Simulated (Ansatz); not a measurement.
The system is P.

```
P
1.0
     1.64774   -5.46504    0.00000
     1.64774    5.46504    0.00000
     0.00000    0.00000    4.54364
P
4
Cartesian
  1.6477 -4.4173 2.6754
  1.6477 4.4173 1.8683
  1.6477 -1.0477 0.4035
  1.6477 1.0477 4.1401
```

* Program: Ansatz 0.2.0
* Task: relaxation of cell and atoms
* Functional: PBE
* Potentials or basis: Ansatz PAW
* Cutoff: 420 eV (not typed: the program's choice for these potentials)
* k mesh: 8 × 8 × 6
* Occupations: fermi-dirac, width 0.05 eV
* Spin: no spin polarisation

At the start: volume 20.46 Å³/atom.

How do energy, volume and symmetry change on relaxing?

It ends after 6 steps and the volume is 21.25 Å³/atom (+3.9 %); space group Cmce (No. 64, to 0.05 Å).

Step by step:
```
step  energy change (eV)  largest force (eV/Å)  volume (Å³)
   1              0.0000                0.3378        81.83
   2             -0.0149                0.1083        83.35
   3             -0.0182                0.0353        85.16
   4             -0.0189                0.0060        84.95
   5             -0.0189                0.0036        84.99
   6             -0.0195                0.0036        84.99
```

Final structure:
```yaml
crystal:
  lattice:
    - [1.65564, -5.63018, 0.00000]
    - [1.65564, 5.63018, 0.00000]
    - [0.00000, 0.00000, 4.55897]
  atoms:
    - { symbol: P, position: [0.90576, 0.09424, 0.58638] }
    - { symbol: P, position: [0.09424, 0.90576, 0.41362] }
    - { symbol: P, position: [0.59424, 0.40576, 0.08638] }
    - { symbol: P, position: [0.40576, 0.59424, 0.91362] }
```

Caveat: the plane-wave basis is chosen anew once the cell has moved, so the energies of steps on either side of that aren't comparable.
